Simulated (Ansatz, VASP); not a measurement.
# One calculation of Ca, two programs

```
CELL_PARAMETERS angstrom
-2.01847 2.01847 2.01847
2.01847 -2.01847 2.01847
2.01847 2.01847 -2.01847
ATOMIC_POSITIONS crystal
Ca 0.00000 0.00000 0.00000
```

Change from the starting cell: volume scaled by 0.78, LAPW.

Alike in both runs: task single point; functional PBE; k mesh 12 × 12 × 12; occupations fermi-dirac, width 0.05 eV; no spin polarisation.

```csv
,VASP,Ansatz
version,VASP 6.6.1,Ansatz 0.2.0
potentials or method,"VASP PAW PBE potentials, release 64 (Ca_sv), cutoff 520 eV","all-electron LAPW, scalar-relativistic"
```

|  | VASP | Ansatz | Ansatz less VASP |
| --- | --- | --- | --- |
| pressure (GPa) | 5.9 | 5.9 | -0.02 |

Ansatz ran all-electron here, so the differences hold the error of VASP's frozen core and of both bases.
